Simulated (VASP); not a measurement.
Runs of VASP 6.6.1 on KBr. The structure is cubic, space group Fm-3m (No. 225). Conventional cell: a = 6.600 Å, b = 6.600 Å, c = 6.600 Å, α = 90.00°, β = 90.00°, γ = 90.00°. K (site symmetry m-3m) has 6 Br at 3.30 Å as nearest neighbours. Br (site symmetry m-3m) is surrounded by 6 K at 3.30 Å. 

```tsv
task	level	potentials or basis	cell	k mesh	cutoff (eV)	gap on the mesh (eV)	pressure (GPa)	relaxed volume (Å³/atom)
single point	PBEsol	VASP PAW PBE potentials, release 64 (K_sv, Br)	as given	6 × 6 × 6	520	4.28	-0.3	-
single point	PBE	VASP PAW PBE potentials, release 64 (K_sv, Br)	as given	6 × 6 × 6	520	4.43	0.8	-
relaxation of cell and atoms	RPBE	VASP PAW PBE potentials, release 64 (K_sv, Br)	relaxed	8 × 8 × 8	600	(c)	0.0	(a)
relaxation of cell and atoms	PBEsol	VASP PAW PBE potentials, release 64 (K_sv, Br)	relaxed	8 × 8 × 8	600	4.32	0.0	35.28
relaxation of cell and atoms	LDA	VASP PAW LDA potentials, release 64 (K_sv, Br)	relaxed	8 × 8 × 8	600	4.32	0.0	(b)
```

Alike in all rows: no spin polarisation; smearing gaussian 0.03 eV.

Question: Estimate the missing entries.

Answer: (a) 41.52; (b) 32.49; (c) 4.39.

Caveats: the PAW data sets were made with another functional, which shifts forces and pressure a little (some runs); the volume moved by over 15 % at a fixed basis, so the end points are rough (some runs); the volume moved by +16 % from the deposited cell, more than functionals usually miss (some runs).

A k mesh can miss the band edges, and the runs leave out spin-orbit coupling on Br.

Not every run made on this cell is shown here.
